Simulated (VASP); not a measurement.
A run of VASP 6.6.1:

Contents of INCAR:

```
SYSTEM = AlAs
ALGO     = Normal         ! electronic algorithm
DIPOL    = 0.5 0.5 0.500
EDIFF    = 1E-6           ! SCF threshold, eV
ENCUT    = 520            ! plane-wave cutoff, eV
GGA      = PS             ! functional
IDIPOL   = 3            
ISIF     = 2              ! what is computed and relaxed
ISMEAR   = 0              ! smearing method
KPAR     = 8            
LASPH    = .True.         ! aspherical terms in the spheres
LCHARG   = .True.         ! write CHGCAR
LDIPOL   = .True.       
LREAL    = .False.        ! projectors in reciprocal space
LVACPOTAV= .True.       
LVHAR    = .True.       
LWAVE    = .False.        ! write WAVECAR
NELM     = 100            ! most SCF steps
PREC     = Accurate       ! precision mode
SIGMA    = 0.05           ! smearing width, eV
```

File KPOINTS:

```
k-points
0
Gamma
  4 6 1
  0 0 0
```

POSCAR

```
AlAs
1.0
    5.6608000000      0.0000000000      0.0000000000
    0.0000000000      4.0027900670      0.0000000000
    0.0000000000      0.0000000000     28.0083702010
Al As
7 7
Direct
    0.5000000000      0.5000000000      0.2856289010
    0.0000000000      0.0000000000      0.3570859340
    0.5000000000      0.5000000000      0.4285429670
    0.0000000000      0.0000000000      0.5000000000
    0.5000000000      0.5000000000      0.5714570330
    0.0000000000      1.0000000000      0.6429140660
    0.5000000000      0.5000000000      0.7143710990
    0.7500000000      0.0000000000      0.2856289010
    0.2500000000      0.5000000000      0.3570859340
    0.7500000000      0.0000000000      0.4285429670
    0.2500000000      0.5000000000      0.5000000000
    0.7500000000      0.0000000000      0.5714570330
    0.2500000000      0.5000000000      0.6429140660
    0.7500000000      0.0000000000      0.7143710990
```

Potentials or basis: VASP PAW PBE potentials, release 64 (Al, As).

Run with:

```bash
$ cat potpaw_PBE.64/Al/POTCAR potpaw_PBE.64/As/POTCAR > POTCAR
$ mpirun -np 8 vasp_std > vasp.out
```

Hardware: 8 MPI ranks on AMD EPYC 7R13 Processor (Zen 3) (shared host).

**Question.** How long does it take, and how much memory?

**Answer.** It took 2.4 min on 8 MPI ranks on AMD EPYC 7R13 Processor (Zen 3) (shared host), peak memory 0.7 GiB a rank. Counts: scf iterations 24, k points 12.
